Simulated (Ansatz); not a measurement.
CdS built on the zincblende prototype: a field-response calculation (clamped ions) in Ansatz (r2SCAN). The cell was relaxed with r2SCAN and then strained (uniaxial -2.0 % along z, other directions held), with the atoms relaxed again with r2SCAN; k points keep the names of the unstrained zone.

input.yaml:
```yaml
crystal:
  lattice:
    - [0.0, 2.939214843, 2.8804305462]
    - [2.939214843, 0.0, 2.8804305462]
    - [2.939214843, 2.939214843, 0.0]
  atoms:
    - { symbol: Cd, position: [0.0, 0.0, 0.0] }
    - { symbol: S, position: [0.25, 0.25, 0.25] }
kpoints:
  mp_grid: { grid: [6, 6, 6] }
hamiltonian:
  xc: r2scan
scf:
  occupations: { method: fixed }
dielectric: {}
```

Command: `ansatz run input.yaml --threads 2 --pin off --max-ram 28569MiB --backend cpu --events-out ev --progress --plain --runs-dir out`.

Question: It ran on 2 threads of AMD EPYC 7R13 Processor (Zen 3) (shared host), load about 1.4 per core. About how long did it take, and what peak of host memory did it reach?

Answer: About 62 s, with a peak of 1.2 GiB.

Output, abridged:
```
Pseudopotential: Cd, paw, valence charge 20, recommended cutoff 500 eV (meta_gga)
Pseudopotential: S, paw, valence charge 6, recommended cutoff 500 eV (meta_gga)
Functional definition: r2SCAN
Crystal: 2 atoms, lattice volume = 49.768 Å³
Basis set: ecut = 500 eV, 1243 PW (Γ)
Bands: 17, of which v1, the nominal top of the filled ones, is band 13 counted from 1 (12 counted from 0)
Symmetry: 8 space group operations
k-points: 112 of 216 (irreducible under 1 space group operation, time reversal used)
SCF iter   1: HF=-9175.591946 eV  Δρ=6.02e-3  dr2=9.55e-3
preconditioner: auto → none  [insulator: Δε(μ)=1.524 eV  ℏωp=22.3 eV]
SCF iter   2: HF=-9175.603272 eV  Δρ=3.10e-3  dr2=2.03e-3
SCF iter   3: HF=-9175.603969 eV  Δρ=1.34e-3  dr2=4.52e-4
SCF iter   4: HF=-9175.604106 eV  Δρ=6.22e-5  dr2=9.42e-7
SCF iter   5: HF=-9175.604103 eV  Δρ=1.37e-5  dr2=4.36e-8
SCF iter   6: HF=-9175.604103 eV  Δρ=1.24e-6  dr2=8.47e-10
SCF iter   7: HF=-9175.604103 eV  Δρ=5.21e-7  dr2=1.26e-10
SCF iter   8: HF=-9175.604103 eV  Δρ=8.37e-8  dr2=1.99e-12
SCF 1 converged in 8 iterations: F = -9175.604103 eV  dr2 = 1.99e-12
SCF 1 converged in 4 iterations: F = -9175.602088 eV  dr2 = 9.68e-9
Free energy (F): -9175.604103 eV
Fermi energy:    6.639986 eV
--- Per-component energies (eV) ---
  E_band       = -534.943620
  E_kinetic    = 612.239140
  E_local      = -4018.984412
  E_nonlocal   = 63.120694
  E_hartree    = 1847.001922
  E_xc         = -260.146976
  E_vxc        = -340.476572
  E_paw        = -4715.853755
  E_vpaw       = -566.579022
  E_vtau       = 21.732623
  E_ewald      = -2702.306185
  E_core_change = -0.674537
--- Dielectric response (ions clamped): 3 representative field directions + reference, inside a basis on a mesh of 216 k-points ---
  ε∞ (high-frequency dielectric tensor):
        5.503305     0.000000     0.000000
        0.000000     5.503305     0.000000
        0.000000     0.000000     5.443326
  Born effective charges Z* (e; rows j = field, columns β = displacement):
    site 0:
         2.18492    0.00000    0.00000
         0.00000    2.18492    0.00000
         0.00000    0.00000    2.14285
    site 1:
        -2.18492    0.00000    0.00000
         0.00000   -2.18492    0.00000
         0.00000    0.00000   -2.14285
  ε∞ is read to err by 1.9e-2, Z* by 2.2e-2 e
```

The clamped-ion dielectric constant comes out as 5.50 along x and y, 5.44 along z. Born charges, averaged over directions: Cd +2.17, S -2.17 e.

The values are computed, spin-unpolarised, and not measurements.
